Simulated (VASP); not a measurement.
# In2H5 (I4/mmm) in VASP: single point with PBE

Aim: the single point of In2H5 with PBE.

Program: VASP 6.6.1. These are calculated values, not measurements. Logs are shortened: lines on timing, memory, paths and dates and some standing lists are left out, and cuts for length are marked.

## 1. The crystal as given

Symmetry: I4/mmm, No. 139, tetragonal system. Conventional cell: a = 5.456 Å, b = 5.456 Å, c = 8.955 Å, α = 90.00°, β = 90.00°, γ = 90.00°. In (site symmetry 4mm) has 5 H at 1.92 to 1.96 Å as nearest neighbours. H (site symmetry 2/m) is surrounded by 2 In at 1.96 Å. Around H (site symmetry 4/mmm) lie 2 In at 1.92 Å.

The cell was built by a generator and needn't be a form met in nature.

## 2. Single point, PBE

INCAR

```
SYSTEM = In2H5
PREC = Accurate
ENCUT = 520
EDIFF = 1E-6
ISMEAR = 0
SIGMA = 0.1
LREAL = .FALSE.
LASPH = .TRUE.
NELM = 100
ALGO = Fast
ISIF = 2
LWAVE = .FALSE.
LCHARG = .TRUE.
GGA = PE
LELF = .TRUE.
LVHAR = .TRUE.
NBANDS = 24
```

KPOINTS

```
Automatic mesh
0
G
  10 10 10
  0 0 0
```

POSCAR

```
In2H5
1.0
   -2.7280781467      2.7280781467      4.4773103112
    2.7280781467     -2.7280781467      4.4773103112
    2.7280781467      2.7280781467     -4.4773103112
In H
2 5
Direct
    0.2855864560      0.2855864560      0.0000000000
    0.7144135440      0.7144135440      0.0000000000
    0.0000000000      0.0000000000      0.5000000000
    0.5000000000      0.0000000000      0.0000000000
    0.0000000000      0.5000000000      0.0000000000
    0.5000000000      0.5000000000      0.5000000000
    0.5000000000      0.5000000000      0.0000000000
```

Potentials or basis: VASP PAW PBE potentials, release 64 (In_d, H).

Run with:

```sh
$ cat potpaw_PBE.64/In_d/POTCAR potpaw_PBE.64/H/POTCAR > POTCAR
$ mpirun -np 1 vasp_std > vasp.out
```

OUTCAR:

```text
SYSTEM = In2H5
   PREC = Accurate
   ENCUT = 520
   EDIFF = 1E-6
   ISMEAR = 0
   LREAL = .FALSE.
   LASPH = .TRUE.
   NELM = 100
   ISIF = 2
   GGA = PE

 ion  position               nearest neighbor table
   1  0.286  0.286  0.000-   7 1.92   5 1.96   6 1.96   4 1.96   3 1.96   2 3.84   2 3.91   2 3.91
                             2 3.91   2 3.91
   2  0.714  0.714  0.000-   7 1.92   4 1.96   5 1.96   3 1.96   6 1.96   1 3.84   1 3.91   1 3.91
                             1 3.91   1 3.91
   3  0.000  0.000  0.500-   1 1.96   2 1.96
   4  0.500  0.000  0.000-   1 1.96   2 1.96
   5  0.000  0.500  0.000-   1 1.96   2 1.96
   6  0.500  0.500  0.500-   2 1.96   1 1.96
   7  0.500  0.500  0.000-   1 1.92   2 1.92

  LATTYP: Found a body centered tetragonal cell.
 ALAT       =     5.4561562934
 C/A-ratio  =     1.6411957688

  Lattice vectors:

 A1 = (  -2.7280781467,   2.7280781467,   4.4773103112)
 A2 = (   2.7280781467,  -2.7280781467,   4.4773103112)
 A3 = (   2.7280781467,   2.7280781467,  -4.4773103112)

Analysis of symmetry for initial positions (statically):
=====================================================================
 Subroutine PRICEL returns:
 Original cell was already a primitive cell.

 Routine SETGRP: Setting up the symmetry group for a
 body centered tetragonal supercell.

 Subroutine GETGRP returns: Found 16 space group operations
 (whereof 16 operations were pure point group operations)
 out of a pool of 16 trial point group operations.

The static configuration has the point symmetry D_4h.

Analysis of symmetry for dynamics (positions and initial velocities):
=====================================================================
 Subroutine PRICEL returns:
 Original cell was already a primitive cell.

 Routine SETGRP: Setting up the symmetry group for a
 body centered tetragonal supercell.

 Subroutine GETGRP returns: Found 16 space group operations
 (whereof 16 operations were pure point group operations)
 out of a pool of 16 trial point group operations.

The dynamic configuration has the point symmetry D_4h.

 Subroutine INISYM returns: Found 16 space group operations
 (whereof 16 operations are pure point group operations),
 and found     1 'primitive' translations

----------------------------------------------------------------------------------------

                                     Primitive cell

  volume of cell :     133.2879

  direct lattice vectors                    reciprocal lattice vectors
    -2.728078147  2.728078147  4.477310311     0.000000000  0.183279207  0.111674189
     2.728078147 -2.728078147  4.477310311     0.183279207  0.000000000  0.111674189
     2.728078147  2.728078147 -4.477310311     0.183279207  0.183279207  0.000000000

  length of vectors
     5.910256202  5.910256202  5.910256202     0.214621510  0.214621510  0.259195941

  position of ions in fractional coordinates (direct lattice)
     0.285586456  0.285586456  0.000000000
     0.714413544  0.714413544  0.000000000
     0.000000000  0.000000000  0.500000000
     0.500000000  0.000000000  0.000000000
     0.000000000  0.500000000  0.000000000
     0.500000000  0.500000000  0.500000000
     0.500000000  0.500000000  0.000000000

  ion indices of the primitive-cell ions
   primitive index   ion index
                 1           1
                 2           2
                 3           3
                 4           4
                 5           5
                 6           6
                 7           7

----------------------------------------------------------------------------------------

 KPOINTS: Automatic mesh

Automatic generation of k-mesh.
 Grid dimensions read from file:
 generate k-points for:   10   10   10

 Generating k-lattice:

  Cartesian coordinates                     Fractional coordinates (reciprocal lattice)
     0.000000000  0.018327921  0.011167419     0.100000000 -0.000000000  0.000000000
     0.018327921  0.000000000  0.011167419    -0.000000000  0.100000000  0.000000000
     0.018327921  0.018327921  0.000000000     0.000000000  0.000000000  0.100000000

  Length of vectors
     0.021462151  0.021462151  0.025919594

  Shift w.r.t. Gamma in fractional coordinates (k-lattice)
     0.000000000  0.000000000  0.000000000

 Subroutine IBZKPT returns following result:
 ===========================================

 Found    102 irreducible k-points:

 Following reciprocal coordinates:
            Coordinates               Weight
  0.000000  0.000000  0.000000      1.000000
  0.100000 -0.000000  0.000000      8.000000
  0.200000 -0.000000  0.000000      8.000000
  0.300000  0.000000 -0.000000      8.000000
  0.400000 -0.000000  0.000000      8.000000
  0.500000  0.000000  0.000000      4.000000
[... 16 lines left out ...]
  0.300000  0.300000 -0.000000      8.000000
  0.400000  0.300000 -0.000000     16.000000
 [... further k-points ...]
   k-points           NKPTS =    102   k-points in BZ     NKDIM =    102   number of bands    NBANDS=     24
   number of dos      NEDOS =    301   number of ions     NIONS =      7
   total plane-waves  NPLWV = 110592
   dimension x,y,z NGX =    48 NGY =   48 NGZ =   48
   dimension x,y,z NGXF=    96 NGYF=   96 NGZF=   96
   ions per type =               2   5
   NGX,Y,Z   is equivalent  to a cutoff of  13.50, 13.50, 13.50 a.u.
   NGXF,Y,Z  is equivalent  to a cutoff of  27.00, 27.00, 27.00 a.u.
 SYSTEM =  In2H5
   PREC   = accura    normal or accurate (medium, high low for compatibility)
   ISTART =      0    job   : 0-new  1-cont  2-samecut
   ICHARG =      2    charge: 1-file 2-atom 10-const
   ISPIN  =      1    spin polarized calculation?
   LNONCOLLINEAR =      F non collinear calculations
   LSORBIT =      F    spin-orbit coupling
   LASPH  =      T    aspherical Exc in radial PAW
   ENCUT  =  520.0 eV  38.22 Ry    6.18 a.u.  10.99 10.99 10.99*2*pi/ulx,y,z
   NELM   =    100;   NELMIN=  2; NELMDL= -5     # of ELM steps
   EDIFF  = 0.1E-05   stopping-criterion for ELM
   LREAL  =      F    real-space projection
   EDIFFG = 0.1E-04   stopping-criterion for IOM
   NSW    =      0    number of steps for IOM
   IBRION =     -1    ionic relax: 0-MD 1-quasi-New 2-CG
   NFREE  =      0    steps in history (QN), initial steepest desc. (CG)
   ISIF   =      2    stress and relaxation
   ISYM   =      2    0-nonsym 1-usesym 2-fastsym
   POTIM  = 0.5000    time-step for ionic-motion
   TEBEG  =    0.0;   TEEND  =   0.0 temperature during run
   PSTRESS=    0.0 pullay stress
   NELECT =      31.0000    total number of electrons
   NUPDOWN=      -1.0000    fix difference up-down
   EMIN   =  10.00;   EMAX   =-10.00  energy-range for DOS
   EFERMI =   0.00;   METHOD = LEGACY
   ISMEAR =     0;   SIGMA  =   0.10  broadening in eV -4-tet -1-fermi 0-gaus
   EFERMI_NEDOS =   21; number of points for ismear=-14 and -15
   IALGO  =     68    algorithm
   IMIX   =      4    mixing-type and parameters
     AMIX     =   0.40;   BMIX     =  1.00
     AMIX_MAG =   1.60;   BMIX_MAG =  1.00
  volume/ion in A,a.u.               =      19.04       128.50
  Fermi-wavevector in a.u.,A,eV,Ry     =   1.006774  1.902526 13.790770  1.013593
  Thomas-Fermi vector in A             =   2.139537
   LORBIT       =      0    0 simple, 1 ext, 2 COOP (PROOUT), +10 PAW based schemes
   GGA     = PE    functional components
   LHFCALC =     F    Hartree Fock is set to
   AEXX    =    0.0000 exact exchange contribution
   IVDW    =     0    specifies the selected vdW correction
   LEPSILON=     F    determine dielectric tensor
   LRPA    =     F    only Hartree local field effects (RPA)
 non-spin polarized calculation
 RMM-DIIS sequential band-by-band and
 Gauss-broadening in eV      SIGMA  =   0.10
  energy-cutoff  :      520.00
  volume of cell :      133.29
 maximum number of plane-waves:      3620
 NGX is ok and might be reduce to    48
   NGX = 21   NGY = 21   NGZ = 21

 number of electron      30.9999992 magnetization

 Free energy of the ion-electron system (eV)
  ---------------------------------------------------
  ext. energy  EPLUGINS =         0.00000000
  ---------------------------------------------------
  free energy    TOTEN  =       -19.82093422 eV

  energy without entropy =      -19.81730764  energy(sigma->0) =      -19.81912093

 E-fermi :   1.3338     XC(G=0):  -6.7189

 val. band max:        1.3248123392   @ k =  -0.2000   0.4000   0.2000
 cond. band min:       1.3581216862   @ k =  -0.3000   0.3000   0.3000
 fundamental gap:      0.0333093471
 Fermi energy:         1.3338334530

 k-point     1 :       0.0000    0.0000    0.0000
  band No.  band energies     occupation
      1     -13.6171      2.00000
      2     -13.5977      2.00000
      3     -13.3767      2.00000
      4     -13.3542      2.00000
      5     -13.3542      2.00000
      6     -13.3304      2.00000
[... 16 lines left out ...]
     23       6.9336      0.00000
     24       7.5257      0.00000

 k-point     2 :       0.1000   -0.0000    0.0000
  band No.  band energies     occupation
      1     -13.6136      2.00000
      2     -13.5913      2.00000
      3     -13.3821      2.00000
      4     -13.3536      2.00000
      5     -13.3533      2.00000
      6     -13.3346      2.00000
[... 16 lines left out ...]
     23       7.0441      0.00000
     24       8.0288      0.00000

 k-point     3 :       0.2000   -0.0000    0.0000
  band No.  band energies     occupation
      1     -13.6037      2.00000
      2     -13.5725      2.00000
      3     -13.3963      2.00000
      4     -13.3537      2.00000
      5     -13.3515      2.00000
      6     -13.3459      2.00000
[... 16 lines left out ...]
     23       7.3790      0.00000
     24       8.7443      0.00000
[... 514 lines left out ...]
 k-point    23 :       0.3000    0.3000   -0.0000
  band No.  band energies     occupation
      1     -13.5888      2.00000
      2     -13.5188      2.00000
      3     -13.4383      2.00000
      4     -13.3720      2.00000
      5     -13.3500      2.00000
      6     -13.3387      2.00000
[... 16 lines left out ...]
     23       7.8130      0.00000
     24       9.1289      0.00000

 k-point    24 :       0.4000    0.3000   -0.0000
  band No.  band energies     occupation
      1     -13.5901      2.00000
      2     -13.5223      2.00000
      3     -13.4218      2.00000
      4     -13.3826      2.00000
      5     -13.3484      2.00000
      6     -13.3440      2.00000
[... 16 lines left out ...]
     23       8.3013      0.00000
     24       8.7936      0.00000

 [... further k-points ...]

------------------------ aborting loop because EDIFF is reached ----------------------------------------

  FORCE on cell =-STRESS in cart. coord.  units (eV):
  Direction    XX          YY          ZZ          XY          YZ          ZX
  --------------------------------------------------------------------------------------
  -------------------------------------------------------------------------------------
  Total       -0.0483064     -0.0483064     -0.1120042      0.0000000      0.0000000      0.0000000
  in kB       -0.5806631     -0.5806631     -1.3463376      0.0000000      0.0000000      0.0000000
  external PRESSURE =      -0.8358880 kB  Pullay stress =       0.0000000 kB

 VOLUME and BASIS-vectors are now :
 -----------------------------------------------------------------------------
  energy-cutoff  :      520.00
  volume of cell :      133.29
      direct lattice vectors                 reciprocal lattice vectors
    -2.728078147  2.728078147  4.477310311     0.000000000  0.183279207  0.111674189
     2.728078147 -2.728078147  4.477310311     0.183279207  0.000000000  0.111674189
     2.728078147  2.728078147 -4.477310311     0.183279207  0.183279207  0.000000000

 POSITION                                       TOTAL-FORCE (eV/Angst)
 -----------------------------------------------------------------------------------
      0.00000      0.00000      2.55732         0.000000      0.000000     -0.009978
      0.00000      0.00000      6.39730        -0.000000     -0.000000      0.009978
      1.36404      1.36404     -2.23866         0.000000      0.000000      0.000000
     -1.36404      1.36404      2.23866         0.000000      0.000000      0.000000
      1.36404     -1.36404      2.23866         0.000000      0.000000      0.000000
      1.36404      1.36404      2.23866         0.000000      0.000000      0.000000
      0.00000      0.00000      4.47731         0.000000      0.000000      0.000000
 -----------------------------------------------------------------------------------
    total drift:                               -0.000000     -0.000000      0.000000

  FREE ENERGIE OF THE ION-ELECTRON SYSTEM (eV)
  ---------------------------------------------------
  free  energy   TOTEN  =       -19.8209342197 eV

  energy  without entropy=      -19.8173076425  energy(sigma->0) =      -19.81912093
```

It took 7.9 min on 1 thread of Intel Xeon Platinum 8488C (Sapphire Rapids), shared host; peak memory 0.5 GiB.

Results:

| Quantity | Value |
| --- | --- |
| Free energy | -19.8209 eV |
| Pressure | -0.1 GPa |
| Largest force | 0.010 eV/Å |
| Band gap on the k mesh | none (metal or under the smearing width) |

Forces in eV/Å, atoms in the order of the input:
```
In   0.000  0.000 -0.010
In   0.000  0.000  0.010
H    0.000  0.000  0.000
H    0.000  0.000  0.000
H    0.000  0.000  0.000
H    0.000  0.000  0.000
H    0.000  0.000  0.000
```
